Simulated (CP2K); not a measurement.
GaN: band structure with PBE

**The experiment to reproduce.**

“Studying electronic properties in GaN without electrical contacts using γ-γ vs e−-γ Perturbed Angular Correlations”, 2019, pmc:6823545 quotes, for a bulk crystal of GaN: band gap 3.503 ± 0.005 eV (direct).

The system is GaN.

```
CELL_PARAMETERS angstrom
3.18000 0.00000 0.00000
-1.59000 2.75396 0.00000
0.00000 0.00000 5.16600
ATOMIC_POSITIONS crystal
Ga 0.66667 0.33333 0.50000
Ga 0.33333 0.66667 0.00000
N 0.66667 0.33333 0.87500
N 0.33333 0.66667 0.37500
```

```json
{"Program": "CP2K 2026.2", "Task": "band structure", "Functional": "PBE", "Potentials or basis": "POTENTIAL_UZH Ga GTH-PBE-q13, N GTH-PBE-q5; TZVP-MOLOPT-PBE-GTH basis", "Density cutoff": "6803 eV", "k mesh": "10 × 10 × 5", "Occupations": "fermi-dirac, width 0.05 eV", "Spin": "no spin polarisation", "SCF solver": "diagonalisation with k points", "Quickstep method": "GPW", "EPS_DEFAULT": "1.0E-9", "EPS_SCF": "1.0E-6", "MAX_SCF": "100", "SCF_GUESS": "ATOMIC", "k points reduced by the point group": "yes", "Mesh centred on Gamma": "yes", "CHOLESKY": "OFF", "EPS_EIGVAL": "1.0E-7", "MIXING METHOD": "BROYDEN_MIXING", "MIXING ALPHA": "0.4", "NBUFFER": "8", "NGRIDS": "4", "Basis sets": "Ga TZVP-MOLOPT-PBE-GTH-q13, N TZVP-MOLOPT-PBE-GTH-q5", "Potentials": "Ga GTH-PBE-q13 of POTENTIAL_UZH, N GTH-PBE-q5 of POTENTIAL_UZH", "ADDED_MOS": "[14]", "Points a segment of the path (NPOINTS)": "8", "Bands added on the path": "4", "REL_CUTOFF (Ry)": "60 Ry", "MIXING BETA (1/bohr)": "1.5 1/bohr", "CUTOFF of the grids": "500 Ry"}
```

| Item | Value |
| --- | --- |
| Pressure | 9.4 GPa |
| Band gap on the k mesh | 1.94 eV, direct |
| Band gap along the path | 1.94 eV, direct |
| Mulliken charges | Ga +1.21; N -1.21 e |

Stress tensor (GPa, compression positive):
```
 8.60 -0.05  0.00
-0.05  8.54  0.00
 0.00  0.00 10.94
```

Levels at the corners of the path, in eV from the valence-band top:
| point | band 14 | band 15 | band 16 | band 17 | band 18 | band 19 | band 20 | band 21 | band 22 | band 23 |
| --- | --- | --- | --- | --- | --- | --- | --- | --- | --- | --- |
| Γ | -1.09 | -1.09 | -0.06 | 0.00 | 0.00 | 1.94 | 4.26 | 9.26 | 9.88 | 9.88 |
| M | -5.35 | -4.33 | -2.83 | -2.30 | -1.01 | 5.09 | 5.60 | 6.09 | 8.65 | 10.42 |
| K | -5.42 | -5.40 | -3.09 | -3.09 | -2.75 | 5.16 | 7.84 | 7.84 | 8.49 | 9.99 |
| Γ | -1.09 | -1.09 | -0.06 | 0.00 | 0.00 | 1.94 | 4.26 | 9.26 | 9.88 | 9.88 |
| A | -3.91 | -0.56 | -0.56 | -0.56 | -0.56 | 4.25 | 4.25 | 8.54 | 8.54 | 10.43 |
| L | -6.70 | -2.00 | -2.00 | -1.96 | -1.96 | 4.42 | 4.42 | 7.86 | 7.86 | 10.04 |
| H | -6.26 | -4.28 | -4.28 | -1.54 | -1.54 | 6.49 | 6.49 | 7.37 | 7.37 | 9.08 |
| A | -3.91 | -0.56 | -0.56 | -0.56 | -0.56 | 4.25 | 4.25 | 8.54 | 8.54 | 10.43 |
| L | -6.70 | -2.00 | -2.00 | -1.96 | -1.96 | 4.42 | 4.42 | 7.86 | 7.86 | 10.04 |
| M | -5.35 | -4.33 | -2.83 | -2.30 | -1.01 | 5.09 | 5.60 | 6.09 | 8.65 | 10.42 |
| K | -5.42 | -5.40 | -3.09 | -3.09 | -2.75 | 5.16 | 7.84 | 7.84 | 8.49 | 9.99 |
| H | -6.26 | -4.28 | -4.28 | -1.54 | -1.54 | 6.49 | 6.49 | 7.37 | 7.37 | 9.08 |

Run time: 2.1 min on 1 thread of Arm Neoverse V1, on a shared host, peak memory 0.47 GiB.

A measured gap of GaN is 3.503 eV (direct; quoted in “Studying electronic properties in GaN without electrical contacts using γ-γ vs e−-γ Perturbed Angular Correlations”, 2019, pmc:6823545); the calculated 1.94 eV misses it by -1.56 eV. Spin-orbit coupling on Ga is left out. The value is that of PBE in an atomic basis (POTENTIAL_UZH Ga GTH-PBE-q13, N GTH-PBE-q5; TZVP-MOLOPT-PBE-GTH basis), whose error adds to the functional's,, without temperature or zero-point motion. Semilocal functionals fall short of measured gaps as a rule.

Caveat: Mulliken charges move with the basis; the basis of atomic orbitals isn't converged, which shifts pressures, moduli and gaps.
